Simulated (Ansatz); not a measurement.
InAs built on the zincblende prototype was relaxed with 5 functionals in the plane-wave code Ansatz, cell and atoms free, the symmetry of the start kept (meshes: PBE 6×6×6, r2SCAN 6×6×6, PBEsol 6×6×6, LDA 6×6×6, HSE06 4×4×4). Spin-unpolarised throughout; all numbers are computed.

The PBEsol result:
```cif
data_structure
_symmetry_space_group_name_H-M 'F-43m'
_symmetry_Int_Tables_number 216
_cell_length_a 6.0899
_cell_length_b 6.0899
_cell_length_c 6.0899
_cell_angle_alpha 90.000
_cell_angle_beta 90.000
_cell_angle_gamma 90.000
_cell_volume 225.86
loop_
_atom_site_label
_atom_site_type_symbol
_atom_site_symmetry_multiplicity
_atom_site_Wyckoff_symbol
_atom_site_fract_x
_atom_site_fract_y
_atom_site_fract_z
_atom_site_occupancy
In1 In 4 a 0.00000 0.00000 0.00000 1
As1 As 4 d 0.25000 0.25000 0.75000 1
```

The symmetry is F-43m (No. 216, cubic); conventional cell a = 6.090 Å, 28.23 Å³ an atom. In has 4 As at 2.64 Å; As has 4 In at 2.64 Å.

**Question.** What lattice does LDA give?

**Answer.** a = 6.029 Å; the volume differs by -3.0 % from PBEsol's. In has 4 As at 2.61 Å; As has 4 In at 2.61 Å.

**Question.** What lattice does PBE give?

**Answer.** a = 6.189 Å; the volume differs by +4.9 % from PBEsol's. Around In lie 4 As at 2.68 Å; around As lie 4 In at 2.68 Å.

**Question.** Held at the r2SCAN cell, what mean stress do LDA and PBE find, and does its sign point to their own minimum?

**Answer.** Yes. LDA -2.23 GPa, and its relaxed volume is -3.9 % from r2SCAN's; PBE +2.02 GPa, and its relaxed volume is +4.0 % from r2SCAN's. Compression counts positive, so a positive stress asks for a larger cell.
